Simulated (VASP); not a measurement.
# Bi (P6_3/mmc) in VASP: notebook

Aim: see how the results for Bi move with the level of theory and the settings. Levels: PBE, r2SCAN. Tasks: single point.

Everything below comes from runs of VASP 6.6.1. Logs are shortened: lines on timing, memory, paths and dates and some standing lists are left out, and cuts for length are marked.

## Step 1: The crystal as given

Symmetry: P6_3/mmc, No. 194, hexagonal system. Conventional cell: a = 3.658 Å, b = 3.658 Å, c = 5.699 Å, α = 90.00°, β = 90.00°, γ = 120.00°. Around Bi (site symmetry -6m2) lie 12 Bi at 3.55 to 3.66 Å.

The cell was built by a generator and needn't be a form met in nature.

## Step 2: Single point, PBE

File INCAR:

```
SYSTEM = Bi
PREC = Accurate
ENCUT = 520
EDIFF = 1E-7
ISMEAR = -1
SIGMA = 0.1
LREAL = .FALSE.
LASPH = .TRUE.
NELM = 60
ALGO = Fast
ISIF = 2
LWAVE = .FALSE.
LCHARG = .FALSE.
GGA = PE
NBANDS = 22
```

File KPOINTS:

```
Automatic mesh
0
G
  6 6 3
  0 0 0
```

File POSCAR:

```
Bi
1.0
    3.6583430000      0.0000000000      0.0000000000
   -1.8291710000      3.1682240000      0.0000000000
    0.0000000000      0.0000000000      5.6993400000
Bi
2
Direct
    0.3333300000      0.6666700000      0.2500000000
    0.6666600000      0.3333300000      0.7500000000
```

Potentials or basis: VASP PAW PBE potentials, release 64 (Bi_d).

On the command line:

```console
$ cat potpaw_PBE.64/Bi_d/POTCAR > POTCAR
$ mpirun -np 1 vasp_std > vasp.out
```

OUTCAR:

```text
SYSTEM = Bi
   PREC = Accurate
   ENCUT = 520
   EDIFF = 1E-7
   ISMEAR = -1
   LREAL = .FALSE.
   LASPH = .TRUE.
   NELM = 60
   ISIF = 2
   GGA = PE

 ion  position               nearest neighbor table
   1  0.333  0.667  0.250-   2 3.55   2 3.55   2 3.55   2 3.55   2 3.55   2 3.55
   2  0.667  0.333  0.750-   1 3.55   1 3.55   1 3.55   1 3.55   1 3.55   1 3.55

  LATTYP: Found a hexagonal cell.
 ALAT       =     3.6583430000
 C/A-ratio  =     1.5579020338

  Lattice vectors:

 A1 = (   3.6583430000,   0.0000000000,   0.0000000000)
 A2 = (  -1.8291710000,   3.1682240000,   0.0000000000)
 A3 = (   0.0000000000,   0.0000000000,   5.6993400000)

Analysis of symmetry for initial positions (statically):
=====================================================================
 Subroutine PRICEL returns:
 Original cell was already a primitive cell.

 Routine SETGRP: Setting up the symmetry group for a
 hexagonal supercell.

 Subroutine GETGRP returns: Found  8 space group operations
 (whereof  2 operations were pure point group operations)
 out of a pool of 24 trial point group operations.

The static configuration has the point symmetry C_2 .
 The point group associated with its full space group is D_2h.

Analysis of symmetry for dynamics (positions and initial velocities):
=====================================================================
 Subroutine PRICEL returns:
 Original cell was already a primitive cell.

 Routine SETGRP: Setting up the symmetry group for a
 hexagonal supercell.

 Subroutine GETGRP returns: Found  8 space group operations
 (whereof  2 operations were pure point group operations)
 out of a pool of 24 trial point group operations.

The dynamic configuration has the point symmetry C_2 .
 The point group associated with its full space group is D_2h.

 Subroutine INISYM returns: Found  8 space group operations
 (whereof  2 operations are pure point group operations),
 and found     1 'primitive' translations

----------------------------------------------------------------------------------------

                                     Primitive cell

  volume of cell :      66.0579

  direct lattice vectors                    reciprocal lattice vectors
     3.658343000  0.000000000  0.000000000     0.273347797  0.157817081  0.000000000
    -1.829171000  3.168224000  0.000000000     0.000000000  0.315634248  0.000000000
     0.000000000  0.000000000  5.699340000     0.000000000  0.000000000  0.175458913

  length of vectors
     3.658343000  3.658347969  5.699340000     0.315634677  0.315634248  0.175458913

  position of ions in fractional coordinates (direct lattice)
     0.333330000  0.666670000  0.250000000
     0.666660000  0.333330000  0.750000000

  ion indices of the primitive-cell ions
   primitive index   ion index
                 1           1
                 2           2

----------------------------------------------------------------------------------------

 KPOINTS: Automatic mesh

Automatic generation of k-mesh.
 Grid dimensions read from file:
 generate k-points for:    6    6    3

 Generating k-lattice:

  Cartesian coordinates                     Fractional coordinates (reciprocal lattice)
     0.045557966  0.026302847  0.000000000     0.166666667  0.000000000  0.000000000
     0.000000000  0.052605708  0.000000000     0.000000000  0.166666667  0.000000000
     0.000000000  0.000000000  0.058486304     0.000000000  0.000000000  0.333333333

  Length of vectors
     0.052605779  0.052605708  0.058486304

  Shift w.r.t. Gamma in fractional coordinates (k-lattice)
     0.000000000  0.000000000  0.000000000

 Subroutine IBZKPT returns following result:
 ===========================================

 Found     26 irreducible k-points:

 Following reciprocal coordinates:
            Coordinates               Weight
  0.000000  0.000000  0.000000      1.000000
  0.166667  0.000000  0.000000      4.000000
  0.000000  0.166667  0.000000      2.000000
  0.333333  0.000000  0.000000      4.000000
  0.000000  0.333333  0.000000      2.000000
  0.500000  0.000000  0.000000      2.000000
[... 16 lines left out ...]
  0.333333  0.166667  0.333333      8.000000
 -0.166667  0.500000  0.333333      8.000000
 [... further k-points ...]
   k-points           NKPTS =     26   k-points in BZ     NKDIM =     26   number of bands    NBANDS=     22
   number of dos      NEDOS =    301   number of ions     NIONS =      2
   total plane-waves  NPLWV =  32928
   dimension x,y,z NGX =    28 NGY =   28 NGZ =   42
   dimension x,y,z NGXF=    56 NGYF=   56 NGZF=   84
   ions per type =               2
   NGX,Y,Z   is equivalent  to a cutoff of  12.72, 12.72, 12.25 a.u.
   NGXF,Y,Z  is equivalent  to a cutoff of  25.45, 25.45, 24.50 a.u.
 SYSTEM =  Bi
   PREC   = accura    normal or accurate (medium, high low for compatibility)
   ISTART =      0    job   : 0-new  1-cont  2-samecut
   ICHARG =      2    charge: 1-file 2-atom 10-const
   ISPIN  =      1    spin polarized calculation?
   LNONCOLLINEAR =      F non collinear calculations
   LSORBIT =      F    spin-orbit coupling
   LASPH  =      T    aspherical Exc in radial PAW
   ENCUT  =  520.0 eV  38.22 Ry    6.18 a.u.   6.80  6.80 10.60*2*pi/ulx,y,z
   NELM   =     60;   NELMIN=  2; NELMDL= -5     # of ELM steps
   EDIFF  = 0.1E-06   stopping-criterion for ELM
   LREAL  =      F    real-space projection
   EDIFFG = 0.1E-05   stopping-criterion for IOM
   NSW    =      0    number of steps for IOM
   IBRION =     -1    ionic relax: 0-MD 1-quasi-New 2-CG
   NFREE  =      0    steps in history (QN), initial steepest desc. (CG)
   ISIF   =      2    stress and relaxation
   ISYM   =      2    0-nonsym 1-usesym 2-fastsym
   POTIM  = 0.5000    time-step for ionic-motion
   TEBEG  =    0.0;   TEEND  =   0.0 temperature during run
   PSTRESS=    0.0 pullay stress
   NELECT =      30.0000    total number of electrons
   NUPDOWN=      -1.0000    fix difference up-down
   EMIN   =  10.00;   EMAX   =-10.00  energy-range for DOS
   EFERMI =   0.00;   METHOD = LEGACY
   ISMEAR =    -1;   SIGMA  =   0.10  broadening in eV -4-tet -1-fermi 0-gaus
   EFERMI_NEDOS =   21; number of points for ismear=-14 and -15
   IALGO  =     68    algorithm
   IMIX   =      4    mixing-type and parameters
     AMIX     =   0.40;   BMIX     =  1.00
     AMIX_MAG =   1.60;   BMIX_MAG =  1.00
  volume/ion in A,a.u.               =      33.03       222.89
  Fermi-wavevector in a.u.,A,eV,Ry     =   1.258366  2.377967 21.544620  1.583485
  Thomas-Fermi vector in A             =   2.391979
   LORBIT       =      0    0 simple, 1 ext, 2 COOP (PROOUT), +10 PAW based schemes
   GGA     = PE    functional components
   LHFCALC =     F    Hartree Fock is set to
   AEXX    =    0.0000 exact exchange contribution
   IVDW    =     0    specifies the selected vdW correction
   LEPSILON=     F    determine dielectric tensor
   LRPA    =     F    only Hartree local field effects (RPA)
 non-spin polarized calculation
 RMM-DIIS sequential band-by-band and
  energy-cutoff  :      520.00
  volume of cell :       66.06
 maximum number of plane-waves:      1791
   NGX = 13   NGY = 13   NGZ = 21

 number of electron      29.9999996 magnetization

 Free energy of the ion-electron system (eV)
  ---------------------------------------------------
  ext. energy  EPLUGINS =         0.00000000
  ---------------------------------------------------
  free energy    TOTEN  =        -7.42640337 eV

  energy without entropy =       -7.36798854  energy(sigma->0) =       -7.39719595

 E-fermi :   7.2848     XC(G=0): -10.0138

 val. band max:        7.1722439621   @ k =  -0.1667   0.5000   0.3333
 cond. band min:       7.3123278581   @ k =   0.5000   0.0000   0.0000
 fundamental gap:      0.1400838960
 Fermi energy:         7.2847746110

 k-point     1 :       0.0000    0.0000    0.0000
  band No.  band energies     occupation
      1     -15.8020      2.00000
      2     -15.8006      2.00000
      3     -15.7856      2.00000
      4     -15.7856      2.00000
      5     -15.7737      2.00000
      6     -15.7737      2.00000
[... 14 lines left out ...]
     21      17.1397      0.00000
     22      17.1563      0.00000

 k-point     2 :       0.1667    0.0000    0.0000
  band No.  band energies     occupation
      1     -15.8098      2.00000
      2     -15.7943      2.00000
      3     -15.7933      2.00000
      4     -15.7913      2.00000
      5     -15.7656      2.00000
      6     -15.7542      2.00000
[... 14 lines left out ...]
     21      16.1096      0.00000
     22      16.5128      0.00000

 k-point     3 :       0.0000    0.1667    0.0000
  band No.  band energies     occupation
      1     -15.8098      2.00000
      2     -15.7943      2.00000
      3     -15.7933      2.00000
      4     -15.7913      2.00000
      5     -15.7656      2.00000
      6     -15.7542      2.00000
[... 14 lines left out ...]
     21      16.1096      0.00000
     22      16.5129      0.00000

 k-point     4 :       0.3333    0.0000    0.0000
  band No.  band energies     occupation
      1     -15.8324      2.00000
      2     -15.8107      2.00000
      3     -15.8098      2.00000
      4     -15.7694      2.00000
      5     -15.7632      2.00000
      6     -15.7313      2.00000
[... 14 lines left out ...]
     21      15.4677      0.00000
     22      16.8554      0.00000

 k-point     5 :       0.0000    0.3333    0.0000
  band No.  band energies     occupation
      1     -15.8324      2.00000
      2     -15.8107      2.00000
      3     -15.8098      2.00000
      4     -15.7694      2.00000
      5     -15.7632      2.00000
      6     -15.7313      2.00000
[... 14 lines left out ...]
     21      15.4677      0.00000
     22      16.8554      0.00000

 k-point     6 :       0.5000    0.0000    0.0000
  band No.  band energies     occupation
      1     -15.8432      2.00000
      2     -15.8204      2.00000
      3     -15.8170      2.00000
      4     -15.7698      2.00000
      5     -15.7518      2.00000
      6     -15.7422      2.00000
[... 14 lines left out ...]
     21      15.1392      0.00000
     22      16.5743      0.00000

 k-point     7 :       0.0000    0.5000    0.0000
  band No.  band energies     occupation
      1     -15.8432      2.00000
      2     -15.8204      2.00000
      3     -15.8170      2.00000
      4     -15.7698      2.00000
      5     -15.7518      2.00000
      6     -15.7422      2.00000
[... 324 lines left out ...]
      6     -15.7206      2.00000
[... 14 lines left out ...]
     21      15.3329      0.00000
     22      15.8810      0.00000

 k-point    21 :       0.1667    0.1667    0.3333
  band No.  band energies     occupation
      1     -15.8157      2.00000
      2     -15.8153      2.00000
      3     -15.7822      2.00000
      4     -15.7816      2.00000
      5     -15.7576      2.00000
      6     -15.7440      2.00000
[... 14 lines left out ...]
     21      15.8483      0.00000
     22      16.5317      0.00000

 k-point    22 :      -0.3333    0.1667    0.3333
  band No.  band energies     occupation
      1     -15.8157      2.00000
      2     -15.8153      2.00000
      3     -15.7822      2.00000
      4     -15.7816      2.00000
      5     -15.7576      2.00000
      6     -15.7440      2.00000
[... 14 lines left out ...]
     21      15.8482      0.00000
     22      16.5328      0.00000

 k-point    23 :       0.3333    0.1667    0.3333
  band No.  band energies     occupation
      1     -15.8250      2.00000
      2     -15.8188      2.00000
      3     -15.7933      2.00000
      4     -15.7711      2.00000
      5     -15.7575      2.00000
      6     -15.7270      2.00000
[... 14 lines left out ...]
     21      15.2552      0.00000
     22      16.4928      0.00000

 k-point    24 :      -0.1667    0.5000    0.3333
  band No.  band energies     occupation
      1     -15.8250      2.00000
      2     -15.8188      2.00000
      3     -15.7933      2.00000
      4     -15.7711      2.00000
      5     -15.7575      2.00000
      6     -15.7270      2.00000
[... 14 lines left out ...]
     21      15.2552      0.00000
     22      16.5044      0.00000

 [... further k-points ...]

------------------------ aborting loop because EDIFF is reached ----------------------------------------

  FORCE on cell =-STRESS in cart. coord.  units (eV):
  Direction    XX          YY          ZZ          XY          YZ          ZX
  --------------------------------------------------------------------------------------
  -------------------------------------------------------------------------------------
  Total       -1.6518074     -1.6517338      0.3663506     -0.0000003      0.0000000      0.0000000
  in kB      -40.0631532    -40.0613677      8.8855160     -0.0000063      0.0000000      0.0000000
  external PRESSURE =     -23.7463349 kB  Pullay stress =       0.0000000 kB

 VOLUME and BASIS-vectors are now :
 -----------------------------------------------------------------------------
  energy-cutoff  :      520.00
  volume of cell :       66.06
      direct lattice vectors                 reciprocal lattice vectors
     3.658343000  0.000000000  0.000000000     0.273347797  0.157817081  0.000000000
    -1.829171000  3.168224000  0.000000000     0.000000000  0.315634248  0.000000000
     0.000000000  0.000000000  5.699340000     0.000000000  0.000000000  0.175458913

 POSITION                                       TOTAL-FORCE (eV/Angst)
 -----------------------------------------------------------------------------------
     -0.00002      2.11216      1.42484         0.000000      0.000008     -0.000000
      1.82915      1.05606      4.27451        -0.000000     -0.000008      0.000000
 -----------------------------------------------------------------------------------
    total drift:                                0.000000      0.000000      0.000000

  FREE ENERGIE OF THE ION-ELECTRON SYSTEM (eV)
  ---------------------------------------------------
  free  energy   TOTEN  =        -7.4264033651 eV

  energy  without entropy=       -7.3679885438  energy(sigma->0) =       -7.39719595
```

It took 24 s on 1 thread of Intel Xeon Platinum 8559C (Emerald Rapids), shared host; peak memory 0.18 GiB.

Results:

| Property | Result |
| --- | --- |
| Free energy | -7.4264 eV |
| Pressure | -2.4 GPa |
| Band gap on the k mesh | none (metal or under the smearing width) |

Caveat: the k mesh is coarse (spacing up to 0.37 Å⁻¹), so the values aren't converged; spin-orbit coupling is left out, which moves the levels of the heavy elements.

## Step 3: Single point, r2SCAN, collinear spin, zero start

POSCAR is that of step 2.

File INCAR.step1:

```
SYSTEM = Bi
PREC = Accurate
ENCUT = 520
ISMEAR = -1
SIGMA = 0.1
LREAL = .False.
LASPH = .True.
NELM = 150
ISPIN = 2
MAGMOM = 0 0
NBANDS = 26
GGA = PE
ALGO = Normal
EDIFF = 1E-4
LWAVE = .True.
LCHARG = .False.
```

File INCAR.step2:

```
SYSTEM = Bi
PREC = Accurate
ENCUT = 520
EDIFF = 1E-6
ISMEAR = -1
SIGMA = 0.1
LREAL = .False.
LASPH = .True.
NELM = 150
ALGO = Normal
ISIF = 2
LWAVE = .False.
LCHARG = .False.
ISPIN = 2
MAGMOM = 0 0
LORBIT = 11
METAGGA = R2SCAN
LMIXTAU = .True.
NBANDS = 26
ISTART = 1
```

File KPOINTS:

```
regular mesh
0
Gamma
  6 6 3
  0 0 0
```

Potentials or basis: VASP PAW PBE potentials, release 64 (Bi_d).

On the command line:

```console
$ cat potpaw_PBE.64/Bi_d/POTCAR > POTCAR
$ cp INCAR.step1 INCAR
$ mpirun -np 1 vasp_std > vasp.out
$ cp INCAR.step2 INCAR
$ mpirun -np 1 vasp_std > vasp.out
```

Wall time 3 min (1 thread of Intel Xeon Platinum 8559C (Emerald Rapids), shared host); peak memory 0.24 GiB.

Results (log left out):

```yaml
Free_energy: -116.4147 eV
Pressure: -3.2 GPa
Band_gap_on_the_k_mesh: none (metal or under the smearing width)
Net_moment: 0.00 μB per cell
Valence_electrons_inside_the_program's_atomic_spheres: Bi 12.66
```

Stress tensor (GPa, compression positive):
```
-4.92  0.00  0.00
 0.00 -4.92  0.00
 0.00  0.00  0.29
```

Levels at points of the mesh, in eV from the Fermi level:
Spin up:
```
           k point  band 12  band 13  band 14  band 15  band 16  band 17  band 18  band 19
(0.00, 0.00, 0.00)   -10.74    -5.12     2.74     2.74     4.45     4.45     5.38     6.74
(0.50, 0.00, 0.00)   -10.18    -4.22    -2.67    -2.01     0.01     0.30     3.29     4.93
(0.00, 0.50, 0.00)   -10.18    -4.22    -2.67    -2.01     0.01     0.30     3.29     4.93
```
Spin down:
| k point | band 12 | band 13 | band 14 | band 15 | band 16 | band 17 | band 18 | band 19 |
| --- | --- | --- | --- | --- | --- | --- | --- | --- |
| (0.00, 0.00, 0.00) | -10.74 | -5.12 | 2.74 | 2.74 | 4.45 | 4.45 | 5.38 | 6.74 |
| (0.50, 0.00, 0.00) | -10.18 | -4.22 | -2.67 | -2.01 | 0.01 | 0.30 | 3.29 | 4.93 |
| (0.00, 0.50, 0.00) | -10.18 | -4.22 | -2.67 | -2.01 | 0.01 | 0.30 | 3.29 | 4.93 |

Caveat: the k mesh is coarse (spacing up to 0.37 Å⁻¹), so the values aren't converged; the PAW data sets were made with another functional, which shifts forces and pressure a little; spin-orbit coupling is left out, which moves the levels of the heavy elements.
